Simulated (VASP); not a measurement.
Output of a VASP run:

**OSZICAR**
```
       N       E                     dE             d eps       ncg     rms          rms(c)
DAV:   1     0.460269301751E+03    0.46027E+03   -0.21834E+04  1025   0.219E+03
DAV:   2     0.117680000861E+02   -0.44850E+03   -0.43774E+03  1168   0.544E+02
DAV:   3    -0.356419729985E+02   -0.47410E+02   -0.47034E+02  1184   0.164E+02
DAV:   4    -0.375109234161E+02   -0.18690E+01   -0.18647E+01  1258   0.335E+01
DAV:   5    -0.375635368393E+02   -0.52613E-01   -0.52589E-01  1469   0.517E+00    0.130E+01
DAV:   6    -0.334369917388E+02    0.41265E+01   -0.22907E+01  1442   0.615E+01    0.617E+00
DAV:   7    -0.334125903001E+02    0.24401E-01   -0.14325E+00  1102   0.765E+00    0.313E+00
DAV:   8    -0.333589398872E+02    0.53650E-01   -0.24035E-01  1534   0.383E+00    0.656E-01
DAV:   9    -0.333498033008E+02    0.91366E-02   -0.57612E-02  1541   0.222E+00    0.142E-01
DAV:  10    -0.333501941117E+02   -0.39081E-03   -0.42231E-03  1446   0.746E-01    0.567E-02
DAV:  11    -0.333501948874E+02   -0.77564E-06   -0.87760E-04  1581   0.282E-01    0.300E-02
DAV:  12    -0.333501794774E+02    0.15410E-04   -0.79211E-05  1294   0.679E-02    0.128E-02
DAV:  13    -0.333501775924E+02    0.18850E-05   -0.15165E-05  1423   0.236E-02    0.113E-03
DAV:  14    -0.333501775011E+02    0.91243E-07   -0.35716E-07  1143   0.602E-03
   1 F= -.33350178E+02 E0= -.33350178E+02  d E =-.195074E-11
```

File OUTCAR:
```
------------------------ aborting loop because EDIFF is reached ----------------------------------------
  FORCE on cell =-STRESS in cart. coord.  units (eV):
  Direction    XX          YY          ZZ          XY          YZ          ZX
  --------------------------------------------------------------------------------------
  Total       -0.0438829     -0.0438829     -0.0438829      0.0000000      0.0000000     -0.0000000
  in kB       -0.9938643     -0.9938643     -0.9938643      0.0000000      0.0000000     -0.0000000
  external PRESSURE =      -0.9938643 kB  Pullay stress =       0.0000000 kB
  volume of cell :       70.74
      direct lattice vectors                 reciprocal lattice vectors
     4.135799988  0.000000000  0.000000000     0.241791190  0.000000000  0.000000000
     0.000000000  4.135799988  0.000000000     0.000000000  0.241791190  0.000000000
     0.000000000  0.000000000  4.135799988     0.000000000  0.000000000  0.241791190
 POSITION                                       TOTAL-FORCE (eV/Angst)
 -----------------------------------------------------------------------------------
      0.00000      0.00000      0.00000         0.000000      0.000000      0.000000
      2.06790      2.06790      2.06790         0.000000      0.000000      0.000000
      2.06790      0.00000      2.06790         0.000000      0.000000      0.000000
      0.00000      2.06790      2.06790         0.000000      0.000000      0.000000
      2.06790      2.06790      0.00000         0.000000      0.000000      0.000000
 -----------------------------------------------------------------------------------
    total drift:                                0.000000     -0.000000     -0.000000
  FREE ENERGIE OF THE ION-ELECTRON SYSTEM (eV)
  ---------------------------------------------------
  free  energy   TOTEN  =       -33.3501775011 eV

  energy  without entropy=      -33.3501775011  energy(sigma->0) =      -33.35017750
```
(Selected blocks of OUTCAR.)

POSCAR:
```
BaSnO3
1
    4.1357999885     0.0000000000     0.0000000000
    0.0000000000     4.1357999885     0.0000000000
    0.0000000000     0.0000000000     4.1357999885
Ba Sn O
1 1 3
Direct
  0.0000000000   0.0000000000   0.0000000000
  0.5000000000   0.5000000000   0.5000000000
  0.5000000000   0.0000000000   0.5000000000
  0.0000000000   0.5000000000   0.5000000000
  0.5000000000   0.5000000000   0.0000000000
```

Task: Write an INCAR and KPOINTS that could have produced this output.

Result: One answer among several that fit: the input of the run itself, PBEsol GGA, plane waves, VASP's PBE PAW potentials (set 64).

### INCAR
```
SYSTEM  =  BaSnO3
PREC  =  Accurate; ENCUT  =  520; LREAL  =  .FALSE.
LASPH  =  .TRUE.
EDIFF  =  1E-7; NELM  =  100; ALGO  =  Normal
LMAXMIX  =  4
ISMEAR  =  0; SIGMA  =  0.05
GGA  =  PS
ISIF  =  2
LWAVE  =  .FALSE.; LCHARG  =  .FALSE.
```

File KPOINTS:
```
Automatic mesh
0
Gamma
6 6 6
0 0 0
```

POTCAR, in this order: Ba_sv Sn_d O (PBE.64 set). Program: vasp_std.

The compound is BaSnO3 in the cubic perovskite structure. It was relaxed first.
